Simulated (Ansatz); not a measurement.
Al (bcc)

The computed numbers are results of PBE with spin–orbit coupling (two-component spinors) in the plane-wave PAW code Ansatz at 420 eV, 18×18×18 k-mesh, Gaussian smearing of 0.05 eV; PAW files: Ansatz's generated set soft_2.

```yaml
crystal:
  lattice:
    - [-1.61792, 1.61792, 1.61792]
    - [1.61792, -1.61792, 1.61792]
    - [1.61792, 1.61792, -1.61792]
  atoms:
    - { symbol: Al, position: [0.00000, 0.00000, 0.00000] }
```

At room temperature and ambient pressure Al is fcc.

Path: Γ–H–N–Γ–P–H | P–N, with Γ = (0.000, 0.000, 0.000), H = (0.500, -0.500, 0.500), N = (0.000, 0.000, 0.500), P = (0.250, 0.250, 0.250) in reciprocal vectors of the calculation's cell.

Bands as a text map, energy in eV from the Fermi level (dashes), each leg drawn with the same width:
```
  3.71 |      *     *                             *             *     
  3.43 |        *  *   *                                              
  3.14 |         *                          *                   *     
  2.86 |       *  *   *                      *            *    *      
  2.57 |                                                              
  2.29 |        *    *          *                              *      
  2.00 |         * **                        *                *       
  1.71 |          *                           *           *           
  1.43 |                                         *       *    *       
  1.14 |           *                                     *   *        
  0.86 |                                      **        *             
  0.57 |                       *                            **        
  0.29 |            *                           *          *          
  0.00 |---------*--*----------------------------------**-------------
 -0.29 |                                       *            *         
 -0.57 |             *                                **              
 -0.86 |                                        **   * *   *          
 -1.14 |             *        *                   ***       *         
 -1.43 |              *                          *    *     *         
 -1.71 |                                          *  *       *        
 -2.00 |              **                          ***        *        
 -2.29 |        *                                             *       
 -2.57 |               *     *                 *              **      
 -2.86 |                *                                       *     
 -3.14 |                **                                     *      
 -3.43 |                  *                                     ***   
 -3.71 |                 * **                                    * ***
 -4.00 |                  *                                       **  
        Γ         H         N         Γ         P         HP         N
```

By these bands, is it a metal or an insulator, and if it has a gap, where are the band edges on this path?

A metal: bands cross the Fermi level.

With 3 valence electrons in the calculation's cell and no magnetic order, the Kramers pairs of bands, two electrons each, can't all be full or empty: band theory demands a metal.
